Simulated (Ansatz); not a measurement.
Structure relaxation of Ga

Computed with DFT r2SCAN, scalar-relativistic, plane waves, PAW in Ansatz 0.2.0. Cutoff 500 eV, Γ-centred k mesh, Gaussian smearing, no spin polarisation in the final step.

The start is a database structure of Ga, space group P2_1/m (No. 11).

```xyz
2
Lattice="2.7784 0.0000 0.0000 0.0000 3.2816 0.0000 -1.3434 0.0000 3.9903" Properties=species:S:1:pos:R:3 pbc="T T T"
Ga    2.0957    0.8204    0.9171
Ga   -0.6607    2.4612    3.0732
```

Steps on the 20×16×14 mesh (2 atoms). 4 of 5 steps are shown, and the free energy counts from the last. Trial steps that were taken back and renewals of the plane-wave basis can be among the rows.

```
step  ΔF (meV/atom) V (Å³/atom) P (GPa) largest force component (eV/Å)
   1            2.1        18.19    -0.17                           0.053
   2            0.3        18.18    -0.13                           0.022
   3            0.0        18.13     0.06                           0.008
   5            0.0        18.14     0.00                           0.004
```

A final relaxation ran on a 20×16×14 mesh. The relaxed crystal, Cmcm (No. 63):

Space group Cmcm (No. 63). a = 2.741 Å, b = 7.940 Å, c = 3.334 Å, α = 90.00°, β = 90.00°, γ = 90.00°
| atom | site | symmetry | x | y | z |
| --- | --- | --- | --- | --- | --- |
| Ga | 4c | m2m | 0.5000 | 0.6341 | 0.2500 |

```
Volume per atom                    : 18.14 Å³
Density                            : 6.38 g/cm³
Energy over the standard structure : 0.08 eV/atom
Gap on the 20×16×14 mesh           : 0 eV (a metal)
```

Energies count from the standard state of Ga at the same level.

The final run used a 20×16×14 mesh on its 2-atom cell and 0.10 eV smearing. For metals, differences of a few meV/atom aren't resolved.

A structure relaxed within its symmetry needn't be a true minimum.